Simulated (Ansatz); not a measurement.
Ga:

```
Ga
1.0
     1.38300   -4.02650    0.00000
     1.38300    4.02650    0.00000
    -0.11745    0.00000    3.32993
Ga
2
Direct
  0.13100 0.86900 0.75000
  0.86900 0.13100 0.25000
```

This isn't the form of Ga at room conditions, which is orthorhombic.

Base run:

| Item | Value |
| --- | --- |
| Program | Ansatz 0.2.0 |
| Functional | r2SCAN |
| Potentials or basis | Ansatz PAW |
| Cutoff | 500 eV |
| Density cutoff | 2000 eV |
| k mesh | 10 × 10 × 8 |
| Occupations | fermi-dirac, width 0.05 eV |
| Spin | no spin polarisation |

Its results: band gap on the k mesh none (metal or under the smearing width); pressure -1.4 GPa; largest force 0.217 eV/Å.

Problem. After a change of settings the same cell gave: band gap on the k mesh none (metal or under the smearing width); pressure 7.1 GPa; largest force 0.161 eV/Å. Which change was it?
A. functional from r2SCAN to BLYP; cutoff from 500 eV to 420 eV; density cutoff from 2000 eV to 1680 eV
B. functional from r2SCAN to PBEsol; cutoff from 500 eV to 420 eV; density cutoff from 2000 eV to 1680 eV; spin from no spin polarisation to spin-orbit coupling, no magnetisation; potential files from those of the base run to others of the same set
C. functional from r2SCAN to LDA; cutoff from 500 eV to 420 eV; density cutoff from 2000 eV to 1680 eV; k mesh from 10 × 10 × 8 to 6 × 6 × 5
D. functional from r2SCAN to PBEsol; cutoff from 500 eV to 420 eV; density cutoff from 2000 eV to 1680 eV; k mesh from 10 × 10 × 8 to 6 × 6 × 5

Solution. A.

Caveats: the PAW data sets come from PBE, with cores solved anew for the run's functional, which leaves a small shift of forces and pressure; the potentials were made for another functional, which shifts forces and pressure (some runs).

Not every run made on this cell is shown here.
